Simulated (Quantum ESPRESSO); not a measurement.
The system is BP.

```
P B
1.0
     0.00000    2.26900    2.26900
     2.26900    0.00000    2.26900
     2.26900    2.26900    0.00000
P B
1 1
Direct
  0.75000 0.75000 0.75000
  0.00000 0.00000 0.00000
```

* Program: Quantum ESPRESSO 7.5
* Task: phonons
* Functional: LDA
* Potentials or basis: GBRV 1.5 LDA
* Cutoff: 612 eV
* Density cutoff: 4898 eV
* k mesh: 8 × 8 × 8, shifted
* Occupations: fermi-dirac, width 0.05 eV
* Spin: no spin polarisation
* Form of the LDA correlation: PZ81
* Mixing beta: 0.5
* Most SCF iterations: 120
* SCF threshold: 4e-10 Ry

The cell and the atoms were relaxed first, to 11.34 Å³/atom (a = 3.177 Å, b = 3.177 Å, c = 3.177 Å, α = 60.00°, β = 60.00°, γ = 60.00°), and the response was taken there.

The first run showed a gap, so the response started from a second, tighter run with fixed occupations.

Question: How polar is the lattice: what are the Born charges, the two dielectric constants and the LO-TO splitting?

Answer: Born charges ±0.63 e; dielectric constants 9.19 (electrons alone) and 9.35 (static); transverse and longitudinal modes at 820 and 827 cm⁻¹.
